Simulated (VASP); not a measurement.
Wanted: the native input for a VASP 6.6.1 run.

```
Task                   : core levels
Functional             : PBE
Potentials or basis    : VASP PAW PBE potentials, release 64 (Ta_pv)
Cutoff                 : 520 eV
k mesh                 : 8 × 8 × 1
Occupations            : methfessel-paxton, width 0.1 eV
Spin                   : no spin polarisation
Further INCAR settings : ALGO = Normal; EDIFF = 1e-06
```

The structure of Ta lies in POSCAR:

```
Ta                                      
1.0
    4.6951890271      0.0000000000      0.0000000000
   -2.3475945135      4.0661529730      0.0000000000
    0.0000000000      0.0000000000     25.5008173623
  Ta            
    13
Direct
     0.0000000000000000    0.0000000000000000    0.2869370029934501
     0.6666666667000030    0.3333333332999970    0.3157661288512698
     0.3333333332999970    0.6666666667000030    0.3461699417562942
     0.0000000000000000    1.0000000000000000    0.3895934598015440
     0.6666666667000030    0.3333333332999970    0.4252017912519866
     0.3333333332999970    0.6666666667000030    0.4612484542161971
     0.0000000000000000    0.0000000000000000    0.5000000000000000
     0.6666666667000030    0.3333333332999970    0.5387515457838029
     0.3333333332999970    0.6666666667000030    0.5747982087480132
     0.0000000000000000    0.0000000000000000    0.6104065401984562
     0.6666666667000030    0.3333333332999970    0.6538300582437055
     0.3333333332999970    0.6666666667000030    0.6842338711487299
     0.0000000000000000    0.0000000000000000    0.7130629970065497
```

The cell was built by a generator and needn't be a form met in nature.

The input as run:

INCAR

```
  PREC = Accurate
  ENCUT = 520
  EDIFF = 1E-6
  ISMEAR = 1
  SIGMA = 0.1
  LREAL = False
  LASPH = True
  NELM = 100
  ALGO = Normal
  ISIF = 2
  LWAVE = False
  LCHARG = False
  GGA = PE
  ICORELEVEL = 1
  NCORE = 4
```

KPOINTS

```
Automatic mesh
0
Gamma
  8 8 1
```

Potentials or basis: VASP PAW PBE potentials, release 64 (Ta_pv).

Launch:

```console
$ cat potpaw_PBE.64/Ta_pv/POTCAR > POTCAR
$ mpirun -np 8 vasp_std > vasp.out
```

It gave:

| Property | Result |
| --- | --- |
| Largest force | 0.017 eV/Å |
| Band gap on the k mesh | none (metal or under the smearing width) |

Wall time 79 s on 8 MPI ranks on Intel(R) Xeon(R) 6975P-C (Granite Rapids) (shared host), peak memory 0.21 GiB a rank.
